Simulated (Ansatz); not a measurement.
Runs of Ansatz 0.2.0 on FeO (Wuestite). It takes space group Fm-3m (No. 225, cubic). The conventional cell has a = 4.311 Å, b = 4.311 Å, c = 4.311 Å, α = 90.00°, β = 90.00°, γ = 90.00°. Around Fe (site symmetry m-3m) lie 6 O at 2.16 Å. O (site symmetry m-3m) is surrounded by 6 Fe at 2.16 Å. 

| task | level | potentials or basis | U | cell | cutoff (eV) | points for each segment of the path | hubbard projectors | double counting | gap on the mesh (eV) | pressure (GPa) | moment (μB) | relaxed volume (Å³/atom) |
| --- | --- | --- | --- | --- | --- | --- | --- | --- | --- | --- | --- | --- |
| band structure | PBE | Ansatz PAW earlier set | - | as given | 950 | 14 | - | - | none | -0.2 | 4.00 | - |
| relaxation of cell and atoms | RPBE+D3(BJ) | Ansatz PAW | - | relaxed | 420 | - | - | - | - | 0.0 | 4.00 | 9.46 |
| single point | PBE | Ansatz PAW | - | as given | 350 | - | - | - | none | (a) | 4.00 | - |
| band structure | PBEsol | Ansatz PAW | - | as given | 420 | 14 | - | - | none | (b) | 4.00 | - |
| band structure | m-r2SCAN | Ansatz PAW | - | as given | 500 | 14 | - | - | none | -6.6 | 4.00 | - |
| relaxation of cell and atoms | LDA+U | Ansatz PAW | Fe d U = 6.2 eV | relaxed | 420 | - | ortho-atomic (the default) | fll (the default) | 1.28 | 0.0 | 4.00 | 9.99 |

Alike in all rows: spin collinear, ferromagnetic start; k mesh 11 × 11 × 11; smearing fermi-dirac 0.05 eV.

Task: Estimate the missing entries.

Result: (a) 0.2; (b) -8.5.

Caveats: a cell with one magnetic atom can't hold antiferromagnetic order, which such compounds often take; semilocal functionals often make such compounds metallic where correlation or magnetic order opens a gap, which also shifts bond lengths (some runs); the PAW data sets come from PBE, with cores solved anew for the run's functional, which leaves a small shift of forces and pressure (some runs); the plane-wave basis is chosen anew once the cell has moved, so the energies of steps on either side of that aren't comparable (some runs); the magnetic or orbital state may not be the lowest (some runs); the pressure holds a Pulay correction of +8.2 GPa for the finite cutoff (some runs); the cutoff lies under the one recommended for these potentials (some runs).

A k mesh can miss the band edges.

A gap of «none» marks a metal or a gap under the smearing width.
